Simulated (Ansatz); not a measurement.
# ZnSe: the cost of one run

Program: Ansatz 0.2.0. Level of theory: DFT PBEsol, scalar-relativistic, plane waves, PAW. These are calculated values, not measurements.

16 further runs of the same task are left out: 16 set aside as unsound or not needed.

**1. The starting structure**

Symmetry: P4/nmm, No. 129, tetragonal system. The conventional cell has a = 4.026 Å, b = 4.026 Å, c = 5.529 Å, α = 90.00°, β = 90.00°, γ = 90.00°. Zn (site symmetry -4m2) has 4 Se at 2.50 Å and 4 Zn at 2.85 Å as nearest neighbours. Se (site symmetry 4mm) has 4 Zn at 2.50 Å as nearest neighbours.

As a file:

```cif
data_structure
_symmetry_space_group_name_H-M 'P 1'
_symmetry_Int_Tables_number 1
_cell_length_a 4.0261
_cell_length_b 4.0261
_cell_length_c 5.5286
_cell_angle_alpha 90.000
_cell_angle_beta 90.000
_cell_angle_gamma 90.000
_cell_volume 89.62
loop_
_atom_site_label
_atom_site_type_symbol
_atom_site_fract_x
_atom_site_fract_y
_atom_site_fract_z
_atom_site_occupancy
Zn1 Zn 0.00000 0.00000 0.00000 1
Zn2 Zn 0.50000 0.50000 0.00000 1
Se1 Se 0.00000 0.50000 0.26817 1
Se2 Se 0.50000 0.00000 0.73183 1
```

It goes back to an entry of the Materials Project, which need not be the stable form.

It is the result of an earlier relaxation at this level (volume 22.40 Å³/atom; gap on the mesh: 1.71 eV).

**2. What is varied**

Atoms count from 1 in the order of the input.

The energy is mapped over a free internal coordinate and the cell.

The axes are (1) shift of Se3 along [0 0 1], its symmetry partners moved as symmetry demands (measured in the relaxed cell): 7 values from −0.3 Å; (2) volume per atom at fixed shape: 7 values from 19.27 to 25.54 Å³.

Nothing else is relaxed (all other coordinates fixed). Energies count from the relaxed crystal. Points are written as (first, second).

**3. Grid point (0.1 Å, 20.31 Å³)**

Contents of input.yaml:

```yaml
crystal:
  lattice:
    - [3.8967330728, 0.0, 0.0]
    - [0.0, 3.8967330728, 0.0]
    - [0.0, 0.0, 5.3509728174]
  atoms:
    - { symbol: Zn, position: [0.0, 0.0, 0.0] }
    - { symbol: Zn, position: [0.5, 0.5, 0.0] }
    - { symbol: Se, position: [0.0, 0.5, 0.2862553369] }
    - { symbol: Se, position: [0.5, 0.0, 0.7137446631] }
basis:
  ecutwfc: 520.0
kpoints:
  mp_grid: { grid: [8, 8, 6] }
hamiltonian:
  xc: pbesol
  pseudopotentials: { kind: paw, azcp: { folder: soft_1 } }
scf:
  occupations: { method: gaussian, width: 0.05 }
output:
  forces: true
  stress: true
  eigenvalues: true
  write_density: true
  write_potential: true
  elf: true
  volumetric_format: npy
```

Started as:

```
$ ansatz run input.yaml --threads 1 --pin off --max-ram 2048MiB --backend cpu --events-out ev --progress --plain --runs-dir out
```

**Question.** How long does this run take on 1 thread of Intel Xeon Platinum 8375C at 2.90GHz (Ice Lake), shared host, and how much memory does it need?

About 13 s, with a peak of 0.51 GiB.
